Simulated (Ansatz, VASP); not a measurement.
# Au in VASP and in Ansatz

```
Au
1.0
     4.57254    0.00000    0.00000
    -2.28627    3.95993    0.00000
     0.00000    0.00000    5.19419
Au
4
Direct
  0.00000 0.00000 0.25000
  0.00000 0.00000 0.75000
  0.33333 0.66667 0.75000
  0.66667 0.33333 0.25000
```

Alike in both runs: functional r2SCAN; k mesh 12 × 12 × 10; occupations gaussian, width 0.1 eV; no spin polarisation.

Ansatz relaxed the structure, and its values are those at the end. VASP's run is a single point on that final structure, the one shown.

|  | VASP | Ansatz |
| --- | --- | --- |
| version | VASP 6.6.1 | Ansatz 0.2.0 |
| potentials or method | VASP PAW PBE potentials, release 64 (Au) | scalar-relativistic, plane waves, PAW |
| plane-wave cutoff (eV) | 520 | 500 |
| valence electrons in the cell | 44 | 76 |

|  | VASP | Ansatz | Ansatz less VASP |
| --- | --- | --- | --- |
| gap on the k mesh at the Fermi level (eV) | none | none | - |
| pressure (GPa) | 0.1 | 0.0 | -0.15 |

A gap of «none» marks a metal or a gap that the smearing closes. The two sets of potentials don't hold the same shells in valence.

Caveats: the PAW data sets were made with another functional, which shifts forces and pressure a little (VASP). The runs have no spin-orbit coupling, so splittings on Au are missing.
